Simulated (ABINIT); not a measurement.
The system is TiTe2.

```
Te Ti
1.0
     3.77700    0.00000    0.00000
    -1.88850    3.27098    0.00000
     0.00000    0.00000    6.49800
Te Ti
2 1
Direct
  0.33333 0.66667 0.73720
  0.66667 0.33333 0.26280
  0.00000 0.00000 0.00000
```

Base run:

| Quantity | Value |
| --- | --- |
| Program | ABINIT 10.8.3 (patched build) |
| Functional | SOGGA |
| Potentials or basis | JTH PAW PBE v2.0 |
| Cutoff | 408 eV |
| k mesh | 8 × 8 × 4 |
| Occupations | fermi-dirac, width 0.05 eV |
| Spin | no spin polarisation |

Its results: band gap on the k mesh none (metal or under the smearing width); pressure -3.1 GPa; largest force 0.082 eV/Å.

**Question.** After a change of settings the same cell gave: band gap on the k mesh none (metal or under the smearing width); pressure 1.1 GPa; largest force 0.012 eV/Å. Which change was it?
A. functional from SOGGA to revPBE
B. functional from SOGGA to LDA; potentials or basis from JTH PAW PBE v2.0 to JTH PAW LDA v2.0
C. functional from SOGGA to PW91
D. functional from SOGGA to PBEsol; k mesh from 8 × 8 × 4 to 10 × 10 × 5

**Answer.** C.

PW91 binds less tightly than SOGGA, so the same cell stands under more pressure.

Caveats: the PAW data sets were made with another functional, which shifts forces and pressure a little; this functional lacks dispersion, which binds the layers, so the pressure and a relaxed spacing across them are unreliable (some runs).

Not every run made on this cell is shown here.
